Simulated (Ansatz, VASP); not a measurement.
**Two plane-wave programs on TiAl3**

The input INCAR:

```
PREC     = Accurate       # precision mode
ENCUT    = 520            # plane-wave cutoff, eV
EDIFF    = 1E-7           # SCF threshold, eV
ISMEAR   = -1             # smearing method
SIGMA    = 0.05           # smearing width, eV
LREAL    = F              # projectors in reciprocal space
LASPH    = T              # aspherical terms in the spheres
NELM     = 100            # most SCF steps
ALGO     = Normal         # electronic algorithm
ISIF     = 2              # what is computed and relaxed
LWAVE    = F              # write WAVECAR
LCHARG   = F              # write CHGCAR
GGA      = PS             # functional
NBANDS   = 18             # bands
```

Contents of KPOINTS:

```
regular mesh
0
Gamma
  10 10 10
```

File POSCAR:

```
TiAl3
1.0
   -1.8982801649      1.8982801649      4.2519386083
    1.8982801649     -1.8982801649      4.2519386083
    1.8982801649      1.8982801649     -4.2519386083
Ti Al
1 3
Direct
    0.0000000000      0.0000000000      0.0000000000
    0.2500000000      0.7500000000      0.5000000000
    0.7500000000      0.2500000000      0.5000000000
    0.5000000000      0.5000000000      0.0000000000
```

The input input.yaml:

```yaml
crystal:
  lattice:
    - [-1.8982801649, 1.8982801649, 4.2519386083]
    - [1.8982801649, -1.8982801649, 4.2519386083]
    - [1.8982801649, 1.8982801649, -4.2519386083]
  atoms:
    - { symbol: Ti, position: [0.0, 0.0, 0.0] }
    - { symbol: Al, position: [0.25, 0.75, 0.5] }
    - { symbol: Al, position: [0.75, 0.25, 0.5] }
    - { symbol: Al, position: [0.5, 0.5, 0.0] }
hamiltonian:
  xc: pbesol
  pseudopotentials: { kind: paw }
kpoints:
  mp_grid: { grid: [10, 10, 10] }
scf:
  occupations: { method: fermi_dirac, width: 0.05 }
output:
  forces: true
  stress: true
  eigenvalues: true
  write_density: true
  write_potential: true
  elf: true
  volumetric_format: npy
```

Change from the starting cell: volume scaled by 0.98.

Alike in both runs: task single point; functional PBEsol; k mesh 10 × 10 × 10; occupations fermi-dirac, width 0.05 eV; no spin polarisation.

|  | VASP | Ansatz |
| --- | --- | --- |
| version | VASP 6.6.1 | Ansatz 0.2.0 |
| potentials or method | VASP PAW PBE potentials, release 64 (Ti_sv, Al) | Ansatz PAW |
| plane-wave cutoff (eV) | 520 | 420 |
| valence electrons in the cell | 21 | 21 |

```tsv
	VASP	Ansatz	Ansatz less VASP
gap on the k mesh at the Fermi level (eV)	none	none	-
pressure (GPa)	1.9	1.8	-0.10
largest component of the traceless stress (GPa)	0.12	0.10	-0.018
```

A gap of «none» marks a metal or a gap that the smearing closes. With one functional, cell and mesh, what is left measures potentials, basis and numerics.

Caveats: the PAW data sets were made with another functional, which shifts forces and pressure a little (VASP); the PAW data sets come from PBE, with cores solved anew for the run's functional, which leaves a small shift of forces and pressure (Ansatz).
